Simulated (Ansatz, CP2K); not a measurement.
Sc: programs and potentials compared

```
CELL_PARAMETERS angstrom
3.30900 0.00000 0.00000
-1.65450 2.86568 0.00000
0.00000 0.00000 5.27330
ATOMIC_POSITIONS crystal
Sc 0.66667 0.33333 0.75000
Sc 0.33333 0.66667 0.25000
```

Alike in all runs: task single point; functional PBEsol; k mesh 9 × 9 × 5; occupations fermi-dirac, width 0.05 eV; no spin polarisation; no spin-orbit coupling. Pressure is positive in compression and, in plane waves, holds the error of the finite cutoff, which Ansatz's Pulay term estimates and takes out.

```tsv
program and potentials	plane-wave cutoff (eV)	notes	pressure (GPa)
Ansatz, Ansatz PAW	420	potentials made for PBE, which Ansatz adapts in part	-2.82
CP2K, POTENTIAL_UZH Sc GTH-PBE-q11; TZVP-MOLOPT-PBE-GTH basis	-	atomic basis; potentials made for PBE	-2.83
Ansatz, all-electron LAPW, scalar-relativistic	-	-	-2.81
```

The pressure spans -2.83 (CP2K, POTENTIAL_UZH Sc GTH-PBE-q11; TZVP-MOLOPT-PBE-GTH basis) to -2.81 GPa (Ansatz, all-electron LAPW, scalar-relativistic), with all-electron results at -2.81. Rows in atomic bases carry the error of their basis and grid, which can be large.

The functional is the same throughout but for its coding, so the spread measures potentials, basis and numerics; runs on potential files found faulty are left out.
